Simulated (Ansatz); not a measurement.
## Ni₂Ge films: biaxial stress and wafer bow

Plane-wave DFT in Ansatz, r2SCAN, scalar-relativistic PAW potentials, cutoff 500 eV, no spin-orbit coupling; no spin polarisation. Ni₂Ge in space group P6_3/mmc, which needn't be the usual phase of this composition, strained equally along a and b of the conventional cell, with c and the atoms relaxed within the symmetry (a film with c along the normal). Stress is the in-plane mean, tension positive.

```csv
strain (%),stress (GPa),E − E(0) (meV/atom)
-3.0,-14.48,29.9
-2.0,-9.33,13.0
-1.0,-4.52,3.2
+0.0,-0.01,0.0
+1.0,4.16,3.0
+2.0,7.99,11.9
+3.0,?,26.0
```

Task: Fit the stress, get the biaxial modulus and predict the missing row.

Result: A parabola through the given rows is σ = -0.01 + 4.332 ε -0.1636 ε² GPa (ε in %), so M = dσ/dε = 433 GPa at zero. It predicts 11.51 GPa at +3.0 %; the run gave 11.45 GPa. The miss is 0.06 GPa, so the fit holds even one step beyond its range. The negative square term means that the film is stiffer in compression than in tension. The energies check it: E/V = Mε² at small strain, and a cubic fit with V = 11.51 Å³/atom gives M = 432 GPa, in agreement.

Task: How much does a 20 nm film at +0.5 % strain bow a 300 mm Si(001) wafer 775 μm thick?

Result: The fit, without its small constant, gives σ = 2.13 GPa. Stoney's formula, κ = 6σt_f/(M_s t_s²) with M_s = 180.5 GPa for Si(001) (literature), gives |κ| = 2.36×10⁻³ m⁻¹ and a bow κr²/2 = 26.5 μm at r = 150 mm, with the film side concave (tension pulls the edges up). This assumes a single-crystal or fully textured, unrelaxed film at 0 K.

The cell has no gap in any row, so the stresses hang on mesh and smearing.

Cost: about 28 core-minutes for the runs cited, on Arm Neoverse V1 (shared hosts).